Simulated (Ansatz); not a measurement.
# (001) slab of rocksalt PbSe, 21.4 Å thick as cut, bare faces

Wanted: surface relaxation, gap and band-edge positions (PBEsol, HSE06 and r²SCAN).

All numbers are computed with Ansatz 0.2.0 (PAW, plane waves).

**1. Starting point**

16 atoms (8 Se, 8 Pb); a = 4.313 Å, b = 4.313 Å, c = 34.350 Å, α = 90.00°, β = 90.00°, γ = 90.00°. All atoms were shaken off their sites by about 0.02 Å along each axis.

The runs, in order: (2) PBEsol relaxation at a 6×6×1 mesh, on 1 × NVIDIA GB200 with 8 threads of Arm Neoverse-V2; (3) HSE06 single point at a 4×4×1 mesh, on 1 × NVIDIA GB200 with 8 threads of Arm Neoverse-V2; (4) r²SCAN single point at a 4×4×1 mesh, on 1 × NVIDIA GB200 with 8 threads of Arm Neoverse-V2.

Coordinates:

```
Se Pb
1.0
     3.05000    3.05000    0.00000
    -3.05000    3.05000    0.00000
     0.00000    0.00000   34.35000
Se Pb
8 8
Direct
  0.50499 0.49299 0.18990
  0.49479 0.50578 0.36610
  0.49377 0.50308 0.54408
  0.50153 0.50016 0.72164
  0.00200 0.00102 0.27791
  0.99731 0.99955 0.45557
  0.00931 0.00865 0.63325
  0.00678 0.00661 0.81069
  0.99740 0.99882 0.18924
  0.99759 0.99679 0.36687
  0.99969 0.00402 0.54378
  0.99886 0.99790 0.72297
  0.50537 0.50852 0.27771
  0.50034 0.50111 0.45526
  0.50134 0.50312 0.63289
  0.50241 0.50287 0.81132
```

**2. Relaxing the atoms with PBEsol**

File in.yaml:

```yaml
crystal:
  lattice:
    - [3.050000, 3.050000, 0.000000]
    - [-3.050000, 3.050000, 0.000000]
    - [0.000000, 0.000000, 34.350000]
  atoms:
    - { symbol: Se, position: [0.504987, 0.492990, 0.189905] }
    - { symbol: Se, position: [0.494795, 0.505778, 0.366101] }
    - { symbol: Se, position: [0.493772, 0.503084, 0.544084] }
    - { symbol: Se, position: [0.501532, 0.500165, 0.721642] }
    - { symbol: Se, position: [0.001998, 0.001024, 0.277907] }
    - { symbol: Se, position: [0.997311, 0.999548, 0.455572] }
    - { symbol: Se, position: [0.009306, 0.008653, 0.633247] }
    - { symbol: Se, position: [0.006782, 0.006610, 0.810694] }
    - { symbol: Pb, position: [0.997395, 0.998825, 0.189237] }
    - { symbol: Pb, position: [0.997593, 0.996791, 0.366874] }
    - { symbol: Pb, position: [0.999694, 0.004022, 0.543777] }
    - { symbol: Pb, position: [0.998859, 0.997904, 0.722969] }
    - { symbol: Pb, position: [0.505367, 0.508516, 0.277708] }
    - { symbol: Pb, position: [0.500343, 0.501112, 0.455264] }
    - { symbol: Pb, position: [0.501342, 0.503122, 0.632887] }
    - { symbol: Pb, position: [0.502412, 0.502865, 0.811325] }
kpoints:
  mp_grid: { grid: [6, 6, 1] }
hamiltonian:
  xc: pbesol
scf:
  occupations: { method: fermi_dirac, width: 0.01 }
relax:
  f_tol: 0.03
  max_steps: 80
  escape_saddle: false
  adjacent_minimum: "off"
output:
  forces: true
  eigenvalues: true
  populations: true
```

Command:

```
> ansatz run in.yaml --threads 8 --pin off --max-ram 118750MiB --runs-dir r --events-out ev --progress --plain --backend cuda --devices 0, --max-vram 170GiB
```

The runs that follow: HSE06 on the final geometry; r²SCAN on the same atoms.

**Question.** What will these runs give? Wanted: for each run, top filled to lowest empty; top filled below vacuum.

The runs gave:

```
             level         time  k points  top filled to lowest empty (eV)  top filled below vacuum (eV)
PBEsol, relaxation  5.2 s (GPU)     6×6×1                             0.64                          4.49
             HSE06   22 s (GPU)     4×4×1                             1.09                          4.63
            r²SCAN  2.9 s (GPU)     4×4×1                             0.95                          4.52
```

```
     quantity                             value
   relaxation  4 recorded steps, 0.13 eV gained
largest shift                     0.15 Å (Pb16)
   mean bonds                     Pb–Se 3.042 Å
```

**In words.** The relaxation lowers the energy by 0.13 eV; the largest shift is 0.15 Å (Pb16). At the same k points, r²SCAN gives a spacing 0.14 eV smaller than the 1.09 eV of HSE06. Rows on different k points differ by sampling as well as by level. The price of HSE06 is about 7.7 times the time of r²SCAN here. Spin–orbit coupling is left out, which matters for the band edges of the heavier elements here.
